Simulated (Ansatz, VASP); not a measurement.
## Two plane-wave programs on Mg

```xyz
1
Lattice="3.0772 0.0000 0.0000 -1.5386 2.6649 0.0000 0.0000 0.0000 3.0431" Properties=species:S:1:pos:R:3 pbc="T T T"
Mg    0.0000    0.0000    0.0000
```

Alike in both runs: functional r2SCAN; k mesh 15 × 15 × 14; occupations gaussian, width 0.1 eV; no spin polarisation.

Ansatz relaxed the structure, and its values are those at the end. VASP's run is a single point on that final structure, the one shown.

```csv
,VASP,Ansatz
version,VASP 6.6.1,Ansatz 0.2.0
potentials or method,"VASP PAW PBE potentials, release 64 (Mg)","scalar-relativistic, plane waves, PAW"
plane-wave cutoff (eV),520,500
valence electrons in the cell,2,10
```

VASP gave:

| Item | Value |
| --- | --- |
| gap on the k mesh at the Fermi level (eV) | none |
| pressure (GPa) | -0.2 |

Problem. What did Ansatz give for the same quantities?

Solution. gap on the k mesh at the Fermi level (eV): none; pressure (GPa): 0.0.

A gap of «none» marks a metal or a gap that the smearing closes. The two sets of potentials don't hold the same shells in valence.

Caveats: the PAW data sets were made with another functional, which shifts forces and pressure a little (VASP).
